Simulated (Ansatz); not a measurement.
FeO (Wuestite):

```xyz
2
Lattice="1.5188 0.8769 2.5196 -1.5188 0.8769 2.5196 0.0000 -1.7538 2.5196" Properties=species:S:1:pos:R:3 pbc="T T T"
Fe    0.0000    0.0000    0.0000
O     0.0000    0.0000    3.7794
```

Base run:

* Program: Ansatz 0.2.0
* Functional: PBEsol
* Potentials or basis: all-electron LAPW, scalar-relativistic
* Cutoff: 348 eV
* Density cutoff: 1391 eV
* Basis error allowed: 0.001 eV/atom
* k mesh: 11 × 11 × 11
* Occupations: fermi-dirac, width 0.05 eV
* Spin: collinear spin, ferromagnetic start
* Starting moments: [3.0, 0.0] μB

Its results: band gap on the k mesh none (metal or under the smearing width); pressure -9.5 GPa; net moment 4.00 μB per cell; site moments Fe +3.62; O +0.32 μB.

The run is repeated on the same cell with these changes: hubbard terms from none to Fe d U = 6 eV. What comes out?

Band gap on the k mesh 1.14 eV, indirect (least direct gap 2.95 eV); pressure 6.0 GPa; net moment 4.00 μB per cell; site moments Fe +3.71; O +0.17 μB.

The U term pushes filled and empty states of the shell apart.

Caveats: a cell with one magnetic atom can't hold antiferromagnetic order, which such compounds often take; semilocal functionals often make such compounds metallic where correlation or magnetic order opens a gap, which also shifts bond lengths (some runs); the magnetic state may not be the lowest (some runs); U is the effective U less J, on atomic orbitals that reach past the spheres (some runs); an odd mesh through Γ misses points on the zone boundary, where band edges often lie (some runs).

Not every run made on this cell is shown here.
